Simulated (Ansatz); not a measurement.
## MnO2

**What was measured.** A cell as deposited of tetragonal MnO2 (space group P4_2/mnm), temperature not stated, from the Crystallography Open Database (1993, doi:10.1071/CH9930939), has a, c = 4.404, 2.877 Å and 9.30 Å³/atom.

Computed with Ansatz (plane waves, PAW, 500 eV cutoff): r²SCAN, scalar-relativistic, collinear spin, 6×6×10 k-mesh, Gaussian smearing of 0.05 eV; PAW files: Ansatz's generated set soft_2.

```
CELL_PARAMETERS angstrom
4.38329 0.00000 0.00000
0.00000 4.38329 0.00000
0.00000 0.00000 2.86113
ATOMIC_POSITIONS crystal
Mn 0.00000 0.00000 0.00000
Mn 0.50000 0.50000 0.50000
O 0.30476 0.30476 0.00000
O 0.19524 0.80476 0.50000
O 0.69524 0.69524 0.00000
O 0.80476 0.19524 0.50000
```

The chain of runs began from a cell as deposited in COD, expanded in volume.

Magnetic state: antiferromagnetic, site spin moments Mn 2.40, -2.40 μB.

The cell above was scaled in volume, and shape and atoms were relaxed at each volume within its symmetry. Energies are counted from the cell above.

The cell is relaxed to zero pressure at this level.

```
V (Å³/atom)  ΔE (meV/atom)  P from the stress (GPa)
      8.795          12.66                    11.52
      8.979           3.04                     5.43
      9.162           0.00                     0.00
      9.345           2.82                    -4.83
      9.528          10.85                    -9.12
      9.803          31.39                   -14.64
```

Q: Do the energies and the pressures agree? Compare −ΔE/ΔV between neighbouring points (1 meV/Å³ = 0.1602 GPa) with the mean of their pressures.

A: 
```json
{"interval (Å³/atom)": "8.80 to 8.98", "−ΔE/ΔV (GPa)": "8.4", "mean P (GPa)": "8.5"}
{"interval (Å³/atom)": "8.98 to 9.16", "−ΔE/ΔV (GPa)": "2.7", "mean P (GPa)": "2.7"}
{"interval (Å³/atom)": "9.16 to 9.35", "−ΔE/ΔV (GPa)": "-2.5", "mean P (GPa)": "-2.4"}
{"interval (Å³/atom)": "9.35 to 9.53", "−ΔE/ΔV (GPa)": "-7.0", "mean P (GPa)": "-7.0"}
{"interval (Å³/atom)": "9.53 to 9.80", "−ΔE/ΔV (GPa)": "-12.0", "mean P (GPa)": "-11.9"}
```
They differ by 0.09 GPa at most.

Q: What do the two routes give for V0, B0 and B0′?

A: A third-order Birch–Murnaghan fit of the energies: V0 = 9.16 Å³/atom, B0 = 256 GPa, B0′ = 4.9. A polynomial of P in ln V, with B = −dP/d ln V at P = 0: V0 = 9.16 Å³/atom, B0 = 256 GPa, B0′ = 4.8.

The largest spin moment goes from 2.35 to 2.47 μB along the curve.

B0·V0 = 255.7 GPa × 9.16 Å³ = 14.62 eV/atom sets the scale: near the minimum ΔE ≈ ½ B0 V0 x², with x = V/V0 − 1, and a pressure of 2.6 GPa squeezes the volume by about 1 %. At the ends of the curve: x = −4.0 % predicts 11.7 meV/atom and the run gives 12.7; x = +7.0 % predicts 35.9 meV/atom and the run gives 31.4. The curve is steeper than the parabola on the compressed side and flatter on the expanded side: the bulk modulus rises with pressure.

The site moments grow with the volume, as the open shell mixes less with its neighbours.

**Against experiment.** r²SCAN gives 4.383, 2.861 Å and 9.16 Å³/atom, −1.5 % in volume (−0.5 % in length) from the database's cell. The static lattice lacks zero-point motion and thermal expansion, roughly 0.5 to 1.3 % in volume at 300 K (room temperature assumed) by Grüneisen's rule, γ·3k_BT/(B0·V0) with γ of 1 to 2.5; that is too little for this miss.

The run wasn't fully tested for a lower electronic state. Site moments are of spin, integrated over atomic spheres.
